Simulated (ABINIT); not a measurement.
Runs of ABINIT 10.8.3 (patched build) on Se. It takes space group P3_121 (No. 152, trigonal). The conventional cell has a = 4.366 Å, b = 4.366 Å, c = 4.954 Å, α = 90.00°, β = 90.00°, γ = 120.00°. Se (site symmetry 2) has 2 Se at 2.37 Å as nearest neighbours. 

```csv
task,level,potentials or basis,k mesh,cutoff (eV),fine-grid cutoff,mesh quality,gap on the mesh (eV),pressure (GPa),V0 of scaled cells (Å³/atom),B0 (GPa),largest force (eV/Å)
band structure,HCTH407,JTH PAW PBE v2.0,7 × 7 × 6,408,816.342 eV,not flagged,1.34,(b),-,-,(a)
single point,LDA,JTH PAW LDA v2.0,3 × 3 × 2,408,816.342 eV,coarse,1.12,(d),-,-,0.41
single point,PBEsol,JTH PAW PBE v2.0,9 × 9 × 8,408,816.342 eV,not flagged,0.98,0.2,-,-,0.32
equation of state,PBEsol,JTH PAW PBE v2.0,7 × 7 × 6,272,544.228 eV,not flagged,-,-,27.38,56,-
single point,PBEsol,JTH PAW PBE v2.0,6 × 6 × 5,408,816.342 eV,not flagged,1.23,0.2,-,-,0.31
equation of state,LDA,JTH PAW LDA v2.0,7 × 7 × 6,408,816.342 eV,not flagged,-,-,26.68,(c),-
band structure,AM05,JTH PAW PBE v2.0,7 × 7 × 6,408,816.342 eV,not flagged,1.19,0.7,-,-,0.18
single point,r2SCAN,JTH PAW PBE v2.0,4 × 4 × 4,490,979.61 eV,not flagged,1.43,1.5,-,-,0.08
single point,PBEsol,JTH PAW PBE v2.0,3 × 3 × 2,408,816.342 eV,coarse,1.18,0.5,-,-,0.49
single point,LDA,JTH PAW LDA v2.0,9 × 9 × 8,408,816.342 eV,not flagged,0.93,-1.2,-,-,0.24
band structure,WC,JTH PAW PBE v2.0,7 × 7 × 6,408,816.342 eV,not flagged,1.13,0.3,-,-,0.37
band structure,revPBE,JTH PAW PBE v2.0,7 × 7 × 6,408,816.342 eV,not flagged,1.27,3.9,-,-,0.41
```

Alike in all rows: no spin polarisation; cell as given; smearing fermi-dirac 0.05 eV.

**Question.** Estimate the missing entries.

**Answer.** (a) 0.15; (b) 4.1; (c) 61; (d) -0.9.

Caveats: some runs use coarse meshes; the PAW data sets were made with another functional, which shifts forces and pressure a little (some runs); an odd mesh through Γ misses points on the zone boundary, where band edges often lie (some runs); the mesh misses the band edges, which the band path finds closer together (some runs); pressures at fixed basis lie under the slope of the energies (some runs); the cell was scaled at fixed shape and fractional positions, which overstates the stiffness of a crystal with free parameters, most of all of layers and chains (some runs); the atomic spheres overlap (some runs).

A k mesh can miss the band edges, and the runs leave out spin-orbit coupling on Se.

Runs at the PBE level aren't shown here.
